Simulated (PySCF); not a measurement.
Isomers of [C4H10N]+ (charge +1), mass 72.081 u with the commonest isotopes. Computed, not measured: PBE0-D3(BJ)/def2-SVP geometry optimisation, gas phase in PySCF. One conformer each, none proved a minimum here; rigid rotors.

Question: Order these by out-of-plane moment Σ m c² = (Ia + Ib − Ic)/2, smallest first.
A. `CC=[N+](C)C`
B. `[CH2:1]1[CH2:2][CH2:3][NH2+:4][CH2:5]1` (charge +1) with C5–C1–C2–C3 -40°, C1–C2–C3–N4 24°, C2–C3–N4–C5 1°, C3–N4–C5–C1 -26°
C. `[CH3:1][NH+:2]1[CH2:3][CH2:4][CH2:5]1` (charge +1) with C1–N2–C3–C4 -139°, N2–C3–C4–C5 14°, C3–C4–C5–N2 -14°, C1–N2–C5–C4 139°

Answer: A (4.77 u·Å²), B (10.41 u·Å²), C (11.01 u·Å²).

Question: Order these by rotational constant C, smallest first.
A. `CC=[N+](C)C`
B. `[CH3:1][NH+:2]1[CH2:3][CH2:4][CH2:5]1` (charge +1) with C1–N2–C3–C4 -139°, N2–C3–C4–C5 14°, C3–C4–C5–N2 -14°, C1–N2–C5–C4 139°
C. `[CH2:1]1[CH2:2][CH2:3][NH2+:4][CH2:5]1` (charge +1) with C5–C1–C2–C3 -40°, C1–C2–C3–N4 24°, C2–C3–N4–C5 1°, C3–N4–C5–C1 -26°

Answer: A (2717 MHz), B (3426 MHz), C (3777 MHz).

Question: Order these by rotational constant B, largest first.
A. `[CH3:1][NH+:2]1[CH2:3][CH2:4][CH2:5]1` (charge +1) with C1–N2–C3–C4 -139°, N2–C3–C4–C5 14°, C3–C4–C5–N2 -14°, C1–N2–C5–C4 139°
B. `[N+](C)(=CC)C`
C. `[CH2:1]1[CH2:2][CH2:3][NH2+:4][CH2:5]1` (charge +1) with C5–C1–C2–C3 -40°, C1–C2–C3–N4 24°, C2–C3–N4–C5 1°, C3–N4–C5–C1 -26°

Answer: C (6470 MHz), A (4265 MHz), B (3713 MHz).

```tsv
SMILES	point group	Ia (u·Å²)	Ib (u·Å²)	Ic (u·Å²)	κ	μa (D)	μb (D)	μc (D)
CC=[N+](C)C	near Cs	59.44	136.09	185.99	-0.66	0.12	0.43	0.02
C[NH+]1CCC1	Cs	51.03	118.49	147.50	-0.74	1.25	0.00	0.90
C1CC[NH2+]C1	C1	76.51	78.11	133.79	0.90	3.42	0.05	0.21
```
